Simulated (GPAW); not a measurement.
Computed results, one entry a study.

## How the form of the self-energy moves the gap of GaAs (F-43m)

Symmetry: F-43m, No. 216, cubic system. Conventional cell: a = 5.654 Å, b = 5.654 Å, c = 5.654 Å, α = 90.00°, β = 90.00°, γ = 90.00°. Nearest to Ga lie 4 As at 2.45 Å. Nearest to As lie 4 Ga at 2.45 Å. Farther neighbours are not listed.

| Quantity | Value |
| --- | --- |
| method | DFT, PBE, plane waves, PAW (and 1 further level or step) |
| program | GPAW 26.7.0 |
| settings of one run | cutoff 450 eV, GPAW PAW setups 1.2.1 data release, 6×6×6 k-mesh, nbands 247 |
| cost | 3 runs, 9.9 min in all on 8 MPI ranks of Arm Neoverse V2, shared host (the runs of this entry) |
| notes | The cell and positions come from the Crystallography Open Database and are kept as given unless a step says otherwise. Limits: no spin-orbit coupling. Bands and cutoff are finite, so the gap is not at the basis limit. The miss can reach some tenths of an eV and take either sign; the mesh is an error of its own. The 6×6×6 mesh is coarse for this cell, which bears on the long-range parts of exchange and screening. |
| G0W0, Godby-Needs plasmon pole | 1.719 eV |
| G0W0 with rALDA vertex | 1.626 eV |
| known limits | not at the basis limit; no spin-orbit coupling; coarse k mesh |

G0W0 with rALDA vertex: −0.094 eV against G0W0, Godby-Needs plasmon pole, at other bands or cutoff, so not like for like. With the rALDA kernel as a vertex the gap is 1.68 eV (in the polarisability), 1.67 eV (in the self-energy) and 1.62 eV (in both), against 1.72 eV without.

[Runs of the session that timed out or met a known fault of the program may be left out.]

[Hosts, paths, dates, database ids (printed as entryN), source tags and the programs' standing remarks are cut or masked in the printed files.]
